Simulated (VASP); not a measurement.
Here is a VASP 6.6.1 calculation.

The input INCAR:

```
SYSTEM = AlN
PREC = Accurate ; ENCUT = 600
EDIFF = 1E-6 ; ISMEAR = 0
SIGMA = 0.01 ; LREAL = .False.
LASPH = .True. ; NELM = 100
ALGO = Fast ; ISIF = 8
LWAVE = .False. ; LCHARG = .False.
GGA = PS ; IBRION = 2
NSW = 70 ; EDIFFG = -0.01
PSTRESS = 200.0
```

KPOINTS

```
regular mesh
0
Gamma
  9 9 7
  0 0 0
```

POSCAR

```
AlN
1.0
    1.8778598178     -2.4412177632      0.0000000000
    1.8778598178      2.4412177632      0.0000000000
    0.0000000000      0.0000000000      3.7557196357
Al N
2 2
Direct
    0.0000000000      0.0000000000      0.0000000000
    0.5722404372      0.4277595628      0.5000000000
    0.0000000000      0.0000000000      0.4920000000
    0.5722404372      0.4277595628      0.9920000000
```

Potentials or basis: VASP PAW PBE potentials, release 64 (Al, N).

Launch:

```sh
$ cat potpaw_PBE.64/Al/POTCAR potpaw_PBE.64/N/POTCAR > POTCAR
$ mpirun -np 1 vasp_std > vasp.out
```

Q: Predict the band gap on the k mesh.

A: 4.30 eV, indirect (least direct gap 4.78 eV).

Q: What does it give for the relaxed cell?

A: a = 3.082 Å, b = 3.082 Å, c = 3.758 Å, α = 90.00°, β = 90.00°, γ = 104.86°.

Q: Estimate the space group after relaxing (to 0.05 Å).

A: Cmcm (No. 63).

Q: Estimate the relaxed volume.

A: 8.62 Å³/atom.

Forces in eV/Å, atoms in the order of the input:
```
Al   0.000  0.007 -0.001
Al   0.000 -0.007 -0.001
N    0.000  0.000  0.001
N    0.000  0.000  0.001
```

Caveat: the cell is relaxed towards a set pressure, so the enthalpy falls and the energy may rise; the PAW data sets were made with another functional, which shifts forces and pressure a little; an odd mesh through Γ misses points on the zone boundary, where band edges often lie. Expect the measured gap to be larger: semilocal functionals such as PBEsol lack the derivative discontinuity.
